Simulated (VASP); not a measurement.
All values below come from r2SCAN meta-GGA, VASP's PBE PAW potentials (set 64) (plane waves; VASP).

VASP ran on this input.

POSCAR:
```
BaF2
1
   -0.0000000000     3.1136563823     3.1136563823
    3.1136563823    -0.0000000000     3.1136563823
    3.1136563823     3.1136563823    -0.0000000000
Ba F
1 2
Direct
  0.0000000000   0.0000000000   0.0000000000
  0.2500000000   0.2500000000   0.2500000000
  0.7500000000   0.7500000000   0.7500000000
```

### INCAR
```
SYSTEM = BaF2
PREC = Normal
ENCUT = 450
EDIFF = 1E-5
NELM = 100
ALGO = Normal
LREAL = .FALSE.
LASPH = .TRUE.
ISMEAR = 0
SIGMA = 0.05
METAGGA = R2SCAN
LMIXTAU = .TRUE.
LMAXMIX = 4
LWAVE = .FALSE.
LCHARG = .FALSE.
NELMIN = 4
IBRION = 2
ISIF = 2
NSW = 20
EDIFFG = -0.03
```

**KPOINTS**
```
Automatic mesh
0
Gamma
8 8 8
0 0 0
```

POTCAR, in this order: Ba_sv F (PBE.64 set). Program: vasp_std.

What VASP printed:

File OSZICAR:
```
       N       E                     dE             d eps       ncg     rms          rms(c)
DAV:   1     0.117310611516E+03    0.11731E+03   -0.12754E+04   928   0.128E+03
DAV:   2    -0.481841494236E+02   -0.16549E+03   -0.15988E+03  1168   0.290E+02
DAV:   3    -0.541464993863E+02   -0.59623E+01   -0.59557E+01  1288   0.633E+01
DAV:   4    -0.542094111236E+02   -0.62912E-01   -0.62901E-01  1112   0.584E+00
DAV:   5    -0.542118923371E+02   -0.24812E-02   -0.24812E-02  1400   0.675E-01    0.782E+00
DAV:   6    -0.461415892991E+02    0.80703E+01   -0.41426E+00  1264   0.177E+01    0.350E+00
DAV:   7    -0.446377970521E+02    0.15038E+01   -0.16884E+00   976   0.138E+01    0.215E+00
DAV:   8    -0.482782562497E+02   -0.36405E+01   -0.11152E+00   968   0.124E+01    0.868E-01
DAV:   9    -0.446634557736E+02    0.36148E+01   -0.55720E-01   928   0.653E+00    0.995E-01
DAV:  10    -0.450247695209E+02   -0.36131E+00   -0.32165E-01   936   0.517E+00    0.232E-01
DAV:  11    -0.449297784096E+02    0.94991E-01   -0.33107E-02   928   0.181E+00    0.243E-01
DAV:  12    -0.450691288287E+02   -0.13935E+00   -0.89885E-02   928   0.313E+00    0.150E-01
DAV:  13    -0.450727473077E+02   -0.36185E-02   -0.15926E-03  1160   0.429E-01    0.943E-02
DAV:  14    -0.450756584527E+02   -0.29111E-02   -0.17043E-03   944   0.380E-01    0.196E-02
DAV:  15    -0.450749696423E+02    0.68881E-03   -0.15730E-04  1048   0.153E-01    0.137E-02
DAV:  16    -0.450757601728E+02   -0.79053E-03   -0.17552E-04   928   0.154E-01    0.175E-02
DAV:  17    -0.450757140194E+02    0.46153E-04   -0.87724E-05   952   0.133E-01    0.126E-02
DAV:  18    -0.450757248393E+02   -0.10820E-04   -0.15922E-06   824   0.112E-02    0.980E-03
DAV:  19    -0.450757316582E+02   -0.68189E-05   -0.41419E-06   712   0.217E-02
   1 F= -.45075732E+02 E0= -.45075732E+02  d E =-.450757E+02
```

File OUTCAR:
```
------------------------ aborting loop because EDIFF is reached ----------------------------------------
  FORCE on cell =-STRESS in cart. coord.  units (eV):
  Direction    XX          YY          ZZ          XY          YZ          ZX
  --------------------------------------------------------------------------------------
  Total       -0.4911373     -0.4911373     -0.4911373      0.0000000      0.0000000      0.0000000
  in kB      -13.0338120    -13.0338120    -13.0338120      0.0000000      0.0000000      0.0000000
  external PRESSURE =     -13.0338120 kB  Pullay stress =       0.0000000 kB
  volume of cell :       60.37
      direct lattice vectors                 reciprocal lattice vectors
     0.000000000  3.113656382  3.113656382    -0.160582909  0.160582909  0.160582909
     3.113656382  0.000000000  3.113656382     0.160582909 -0.160582909  0.160582909
     3.113656382  3.113656382  0.000000000     0.160582909  0.160582909 -0.160582909
 POSITION                                       TOTAL-FORCE (eV/Angst)
 -----------------------------------------------------------------------------------
      0.00000      0.00000      0.00000        -0.000000      0.000000      0.000000
      1.55683      1.55683      1.55683         0.000000     -0.000000     -0.000000
      4.67048      4.67048      4.67048         0.000000      0.000000      0.000000
 -----------------------------------------------------------------------------------
    total drift:                               -0.000000      0.000000      0.000000
  FREE ENERGIE OF THE ION-ELECTRON SYSTEM (eV)
  ---------------------------------------------------
  free  energy   TOTEN  =       -45.0757316582 eV

  energy  without entropy=      -45.0757316582  energy(sigma->0) =      -45.07573166

 reached required accuracy - stopping structural energy minimisation
```
(Selected blocks of OUTCAR.)

File OUTCAR:
```
 val. band max:       -2.6467534815   @ k =  -0.2500   0.2500   0.0000

 cond. band min:       4.6328486042   @ k =   0.0000   0.0000   0.0000


 Fermi energy:        -2.3569126107

 k-point     1 :       0.0000    0.0000    0.0000
  band No.  band energies     occupation
      1     -26.3159      2.00000
      2     -22.7084      2.00000
      3     -22.5990      2.00000
      4     -10.6871      2.00000
      5     -10.6871      2.00000
      6     -10.6871      2.00000
      7      -4.0848      2.00000
      8      -4.0847      2.00000
      9      -4.0847      2.00000
     10      -2.7232      2.00000
     11      -2.7230      2.00000
     12      -2.7230      2.00000
     13       4.6328      0.00000
     14       7.2060      0.00000
     15       7.2060      0.00000
     16       9.5110      0.00000

 k-point     2 :       0.1250    0.0000    0.0000
  band No.  band energies     occupation
      1     -26.2829      2.00000
      2     -22.7202      2.00000
      3     -22.6349      2.00000
      4     -10.7149      2.00000
      5     -10.7104      2.00000
      6     -10.7104      2.00000
      7      -4.0206      2.00000
      8      -4.0204      2.00000
      9      -3.9270      2.00000
     10      -2.8254      2.00000
     11      -2.7429      2.00000
     12      -2.7427      2.00000
     13       4.9739      0.00000
     14       7.1881      0.00000
     15       7.1881      0.00000
     16       9.3223      0.00000

 k-point     3 :       0.2500    0.0000    0.0000
  band No.  band energies     occupation
      1     -26.2004      2.00000
      2     -22.7766      2.00000
      3     -22.7117      2.00000
      4     -10.7760      2.00000
      5     -10.7653      2.00000
      6     -10.7653      2.00000
      7      -3.8731      2.00000
      8      -3.8729      2.00000
      9      -3.5472      2.00000
     10      -3.0400      2.00000
     11      -2.7850      2.00000
     12      -2.7849      2.00000
     13       5.7628      0.00000
...
```

At this cut-off the stress carries a Pulay error, which pulls relaxed volumes low. Unless said otherwise, spin-orbit coupling is left out, though it shifts the bands of the heavy elements here.

The compound is BaF2 in the fluorite structure. It was relaxed first.
